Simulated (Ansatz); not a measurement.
## Ionic part of the dielectric constant of SiC, mode by mode

These are results of DFT PBEsol, scalar-relativistic, plane waves, PAW (Ansatz 0.2.0), not measurements. Cutoff 420 eV, 12×12×6 k-points (Γ-centred), fixed occupations. No spin polarisation. Phonons by linear response, acoustic sum rule imposed.

The structure is hexagonal, space group P6_3mc (No. 186). Conventional cell: a = 3.076 Å, b = 3.076 Å, c = 5.048 Å, α = 90.00°, β = 90.00°, γ = 120.00°. Si (site symmetry 3m) has 4 C at 1.88 to 1.90 Å as nearest neighbours. C (site symmetry 3m) has 4 Si at 1.88 to 1.90 Å as nearest neighbours.

The primitive cell has V = 41.36 Å³ and ε∞,zz = 7.393. Each polar mode adds Δε = (4.92064×10⁷/V)·S/ν² along z, with S its oscillator strength in e²/amu, ν in cm⁻¹ and V in Å³.

**Question.** From these modes, find each Δε and ε0,zz.
```csv
ν (cm⁻¹),S_zz (e²/amu)
760.6,1.974
```

**Answer.**
```
ν (cm⁻¹)    Δε
   760.6  4.06
```

The sum is 4.059, so ε0,zz = 11.45; the run's tensor has 11.45.

**Question.** Where do the longitudinal modes lie for a wave vector along z?

**Answer.** At 947 cm⁻¹. The Lyddane–Sachs–Teller product Π(ν_LO/ν_TO)² = 1.55 matches ε0/ε∞ = 1.55.

Cost: 1 run of about 9.6 core-minutes, on AMD EPYC 7R43 (Zen 3) (shared hosts).